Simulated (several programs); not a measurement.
# What each method gives for CuI (rocksalt)

Rocksalt CuI, relaxed with r2SCAN in Ansatz, was computed with several methods. It is cubic, Fm-3m (No. 225); conventional cell a = 5.712 Å, 23.30 Å³ an atom. Cu has 6 I at 2.86 Å; I has 6 Cu at 2.86 Å. All values are calculated for a non-magnetic cell, which may be hypothetical.

```
Cu I
1.0
     0.00000    2.85611    2.85611
     2.85611    0.00000    2.85611
     2.85611    2.85611    0.00000
Cu I
1 1
Direct
  0.00000 0.00000 0.00000
  0.50000 0.50000 0.50000
```

Gaps and times are for a single point on this cell; volume and bulk modulus come from each method's own relaxation or energy curve at fixed shape. Times are rough, from shared hosts (Intel Xeon Platinum 8488C), and each method has its own mesh and cell size. PM6 (MOPAC), PM7 (MOPAC), GFN1-xTB (tblite), GFN2-xTB (tblite) treat a cluster of cells at its zone centre, which samples few k points: where these miss a band edge, the gap comes out too large for that reason alone. Gaps from k meshes are read at a limited set of points (mesh, symmetry points, PBE's band edges), so each method's own least gap may be somewhat smaller. xTB and the PM methods were fitted mostly to molecules, and can miss a solid's gap by electronvolts. Minimal bases can be far off for gaps. Times of the plane-wave ladder aren't listed, since it ran on unlike processors and cards. d marks a direct gap, i an indirect one (no mark: not told apart), a dash a value that wasn't computed or didn't pass its checks.

```
                              method              kind      gap (eV)  own volume (Å³/atom)  bulk modulus (GPa)  atoms computed  processor time
                              PBEsol         semilocal             –                 21.87                   –               2               –
light PBE (260 eV and a coarse mesh)  light plane-wave  overlap 0.22                     –                   –               2           0.9 s
                                 PBE         semilocal  overlap 0.48                 23.64                  46               2               –
                                 LDA         semilocal  overlap 0.57                 21.07                   –               2               –
              PBE/single zeta (GPAW)       small basis  overlap 1.03                     –                   –               2           3.1 s
                   GFN1-xTB (tblite)     tight binding          1.64                 24.46                  74         cluster             4 s
                              r2SCAN         semilocal  overlap 0.11                 23.30                  50               2               –
                   GFN2-xTB (tblite)     tight binding          1.76                 21.52                  50         cluster             6 s
                             PBE+SOC         semilocal  overlap 0.65                     –                   –               2               –
                         PM7 (MOPAC)    semi-empirical         10.26                 24.90                  60         cluster            10 s
                      PBE/SZV (CP2K)       small basis  overlap 0.49                     –                   –               2            16 s
                     PBE/DZVP (CP2K)       small basis  overlap 0.44                 24.50                  39               2            35 s
                                PBE0            hybrid        1.59 i                     –                   –               2               –
                               HSE06            hybrid        0.93 i                 23.98                   –               2               –
                         PM6 (MOPAC)    semi-empirical          2.98                     –                   –         cluster         2.6 min
                           HSE06+SOC            hybrid        0.70 i                     –                   –               2               –
```

Against HSE06 (0.93 eV) and with closed or daggered gaps left aside, the nearest gap at the points sampled is that of HSE06+SOC (-0.23 eV) and the farthest that of PM7 (MOPAC) (+9.33 eV). HSE06 is only a yardstick of convenience, and nearness to it can be luck.

Volumes against r2SCAN's: PBEsol -6.1 %, PBE +1.5 %, LDA -9.5 %, GFN1-xTB (tblite) +5.0 %, GFN2-xTB (tblite) -7.6 %, PM7 (MOPAC) +6.9 %, PBE/DZVP (CP2K) +5.2 %, HSE06 +2.9 %.

With PBE and r2SCAN the bands overlap or touch, or nearly. Semilocal functionals can close a real gap, so this doesn't show a metal; small gaps of other methods may in turn close between the points read or with spin-orbit coupling, and the solid may be a semimetal.

Only the rows marked +SOC include spin-orbit coupling.
